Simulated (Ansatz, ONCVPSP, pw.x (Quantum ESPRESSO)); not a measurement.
**Si (Z = 14): one change to the ONCV potential, in the atom and in the diamond crystal**

* Element: silicon (Si)
* Generator: ONCVPSP 4.0.1.1 (patched build)
* Type: optimised norm-conserving Vanderbilt (ONCV)
* Functional: PBEsol
* Relativity: scalar-relativistic
* Frozen core: [Ne]
* Valence charge: 4
* Reference configuration: 3s1.75 3p2.25
* Partial waves: 3s: rc 1.80 bohr, ncon 4, nbas 8, qcut 4.6 1/bohr, 1 projector; 3p: rc 2.40 bohr, ncon 4, nbas 9, qcut 3.1 1/bohr, 3 projectors, debl 0.9 Ha; d scattering state at 0.19 Ha: rc 2.15 bohr, ncon 3, nbas 8, qcut 4.5 1/bohr, 2 projectors, debl 3.1 Ha
* Local potential: polynomial inside 1.40 bohr (lpopt 3, dvloc0 4 Ha)
* Core correction: Teter function fitted to the true core (icmod 2), fcfact 0.2

Change: p: rc 2.56.

Cutoffs, loose and tight: the cutoffs (Ha) at which the residual kinetic energy of the hardest occupied pseudo-wave falls to 1 and 0.1 mHa per electron. They do not see the model core or the augmentation charge, which bear on the density cutoff. Test errors are all-electron minus pseudo excitation energies from the reference, over the configurations 3s2 3p2; 3s2 3p1; 3s2 3p0; 3s1 3p0; variants that change the core or the reference have their own tests.

Crystal test: diamond Si in pw.x 7.5, no spin, 9³ k-points, Fermi–Dirac smearing 0.01 Ry, cutoffs set for each file from its atomic test. The reference is all-electron LAPW (Ansatz 0.2.0) with the same functional, mesh and smearing; V0 and B0 come from Birch–Murnaghan fits to the pressures at five volumes. Errors are pseudo minus all-electron; Δ is the rms difference of the E(V) curves that follow from these fits, minima aligned, over ±6 % about the mean V0. Mesh and smearing are coarse, so the numbers serve the comparison and aren't converged zero-temperature values; the lattice is a test structure that the element need not adopt.

All-electron: a0 = 5.432 Å (V0 = 20.04 Å³/atom), B0 = 93.4 GPa.

Does the change bring the crystal closer to the all-electron result?

The mean pressure error goes from -0.18 to -0.14 GPa, so the change moves the solid closer to the all-electron pressures.

| quantity | base | changed |
| --- | --- | --- |
| outcome (atom) | generated | generated |
| cutoff, loose (atom) | 8.0 Ha | 8.0 Ha |
| cutoff, tight (atom) | 10 Ha | 10 Ha |
| bound ghosts (atom) | none | none |
| largest test error (meV) (atom) | +39 | +35 |
| cutoffs in pw.x (Ry) | 50/200 | 50/200 |
| a0 (Å) | 5.429 | 5.429 |
| a0 error (%) | -0.06 | -0.05 |
| B0 error (%) | -0.2 | -0.3 |
| Δ (meV/atom) | 0.8 | 0.6 |
| mean pressure error (GPa) | -0.18 | -0.14 |

Base: The largest radius (2.40 bohr) exceeds half the bond length (2.22 bohr), so the spheres overlap, which is one possible source of error among others. The cutoffs count occupied waves only; projector 2 of the d channel, the hardest unoccupied one, needs 68 Ha at the loose tolerance. Changed file: The largest radius (2.56 bohr) exceeds half the bond length (2.22 bohr), so the spheres overlap, which is one possible source of error among others. The cutoffs count occupied waves only; projector 2 of the d channel, the hardest unoccupied one, needs 68 Ha at the loose tolerance.
